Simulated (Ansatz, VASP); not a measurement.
## Two plane-wave programs on Ti

```
Ti
1.0
     0.00000    2.04344    2.04344
     2.04344    0.00000    2.04344
     2.04344    2.04344    0.00000
Ti
1
Direct
  0.00000 0.00000 0.00000
```

This isn't the form of Ti at room conditions, which is hcp.

Alike in both runs: task single point; functional revPBE; k mesh 11 × 11 × 11; occupations fermi-dirac, width 0.01 eV; no spin polarisation.

```csv
,VASP,Ansatz
version,VASP 6.6.1,Ansatz 0.2.0
potentials or method,"VASP PAW PBE potentials, release 64 (Ti_sv)",PseudoDojo stringent (PBEsol files)
plane-wave cutoff (eV),520,1143
valence electrons in the cell,12,12
```

|  | VASP | Ansatz | Ansatz less VASP |
| --- | --- | --- | --- |
| gap on the k mesh at the Fermi level (eV) | none | none | - |
| pressure (GPa) | 3.5 | 3.7 | +0.27 |

A gap of «none» marks a metal or a gap that the smearing closes.

Caveats: the PAW data sets were made with another functional, which shifts forces and pressure a little (VASP); the potentials were made for another functional, which shifts forces and pressure (Ansatz).
